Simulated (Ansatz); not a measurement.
From input file to script: BN, space group P1 in Ansatz 0.2.0.

```yaml
crystal:
  lattice:
    - [2.508041, 0.0, 0.0]
    - [-1.246711, 2.176231, 0.0]
    - [-0.630665, -1.088116, 3.02254]
  atoms:
    - { symbol: B, position: [0.979643, 0.983499, 0.001806] }
    - { symbol: "N", position: [0.668506, 0.332385, 0.984999] }
basis:
  ecutwfc: 470.0
kpoints:
  mp_grid:
    grid: [8, 8, 6]
hamiltonian:
  xc: lda
  pseudopotentials:
    kind: paw
scf:
  occupations:
    method: fixed
phonons:
  method: dfpt
  qpoints:
    - [0.0, 0.0, 0.0]
    - [0.5, 0.5, 0.5]
    - [0.5, 0.0, 0.0]
```

Script `dfpt_bn.py`:
```python
# -*- coding: utf-8 -*-
from pathlib import Path

import ansatz
import numpy as np


def main():
    lattice = ansatz.Lattice.of(
        (2.508041, 0.0, 0.0),
        (-1.246711, 2.176231, 0.0),
        (-0.630665, -1.088116, 3.02254),
    )
    sites = [
        ('B', (0.979643, 0.983499, 0.001806)),
        ('N', (0.668506, 0.332385, 0.984999)),
    ]
    cell = ansatz.Crystal(lattice=lattice)
    for symbol, position in sites:
        cell = cell.atom(symbol, position)

    job = (
        cell.calculation()
        .functional(ansatz.Functional.LDA)
        .pseudopotentials('paw')
        .basis(470)
        .occupations(ansatz.OccupationsMethod.FIXED)
        .kpoints(8, 8, 6)
        .phonons('dfpt', points=[(0, 0, 0), (0.5, 0.5, 0.5), (0.5, 0, 0)])
    )
    outcome = job.run(runs_dir='runs')
    ph = outcome.phonons

    for q in ph.qpoints:
        thz = np.asarray(q.omega_inv_cm) / 33.35641
        print('q = ({:.2f}, {:.2f}, {:.2f})'.format(*q.q_frac), np.round(thz, 2) + 0.0, 'THz')


if __name__ == '__main__':
    main()
```

```console
$ python dfpt_bn.py
q = (0.00, 0.00, 0.00) [ 0.    0.    0.   22.04 35.46 44.19] THz
q = (0.50, 0.50, 0.50) [11.16 16.32 19.19 30.66 37.02 40.98] THz
q = (0.50, 0.00, 0.00) [10.82 16.85 17.5  30.28 36.12 41.53] THz
```

Caveats:
- The cell isn't relaxed first, so the values belong to this volume.
- No non-analytic term is added, so at the zone centre the longitudinal optical modes of a polar crystal aren't split off.
- The structure comes from a database of computed cells and needn't be a stable or known phase.
- The structure is taken as given; imaginary modes can come from an unrelaxed or unstable start.
- Run time: 34 s on 1 thread of Arm Neoverse V1, on a shared host, peak memory 0.5 GiB.

(Lines on the test bed's own set-up are left out of the output.)
